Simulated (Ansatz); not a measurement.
Input of an Ansatz 0.2.0 run:

File input.yaml:

```yaml
crystal:
  lattice:
    - [-1.671514475, 1.671514475, 4.39907524]
    - [1.671514475, -1.671514475, 4.39907524]
    - [1.671514475, 1.671514475, -4.39907524]
  atoms:
    - { symbol: Au, position: [0.3437272, 0.3437272, 0.0] }
    - { symbol: Au, position: [0.6562728, 0.6562728, 0.0] }
    - { symbol: Al, position: [0.0, 0.0, 0.0] }
kpoints:
  mp_grid: { grid: [8, 8, 8] }
  band_path:
    path:
      - [0.0, 0.0, 0.0]
      - [0.0, 0.0, 0.5]
      - [-0.0721884153, 0.0721884153, 0.5]
      - [-0.2860942076, 0.2860942076, 0.2860942076]
      - [0.0, 0.0, 0.0]
      - [0.5, 0.5, -0.5]
      - [0.2860942076, 0.7139057924, -0.2860942076]
      - [0.0, 0.5, 0.0]
    npoints: 10
scf:
  occupations: { method: fermi_dirac, width: 0.05 }
hamiltonian:
  xc: pbesol
  pseudopotentials: { kind: all_electron, lapw: { basis_error: 0.002 } }
output:
  forces: true
  stress: true
  eigenvalues: true
```

Potentials or basis: all-electron LAPW, scalar-relativistic.

Run with:

```console
$ ansatz run input.yaml --threads 2 --pin off --max-ram 8192MiB --backend cpu --events-out ev --progress --plain --runs-dir out
```

Estimate the pressure.

-2.3 GPa.

Estimate the largest force.

0.056 eV/Å.

Levels at the corners of the path, in eV from the Fermi level:
```csv
point,band 44,band 45,band 46,band 47,band 48,band 49,band 50,band 51,band 52,band 53
Γ,-4.79,-4.71,-4.71,-3.42,-1.13,1.14,5.87,5.87,6.76,6.76
X,-3.54,-3.43,-3.22,-2.86,-1.24,0.88,1.14,2.01,2.23,5.92
Y,-3.82,-3.31,-3.26,-2.16,-1.55,-0.57,1.01,2.57,4.07,6.31
S,-4.10,-4.03,-3.79,-3.12,-3.09,-2.90,4.43,5.67,6.99,8.03
Γ,-4.79,-4.71,-4.71,-3.42,-1.13,1.14,5.87,5.87,6.76,6.76
Z,-4.50,-3.64,-3.36,-3.36,-2.72,2.82,2.82,6.66,7.12,7.19
S1,-4.10,-4.03,-3.79,-3.12,-3.09,-2.90,4.43,5.67,6.99,8.03
N,-4.14,-3.91,-3.26,-3.16,-2.97,-2.04,1.76,7.52,7.68,7.91
```

Caveat: the k mesh is thin for a metal, which can move the energy by tens of meV per atom; spin-orbit coupling is left out, which moves the levels of the heavy elements.
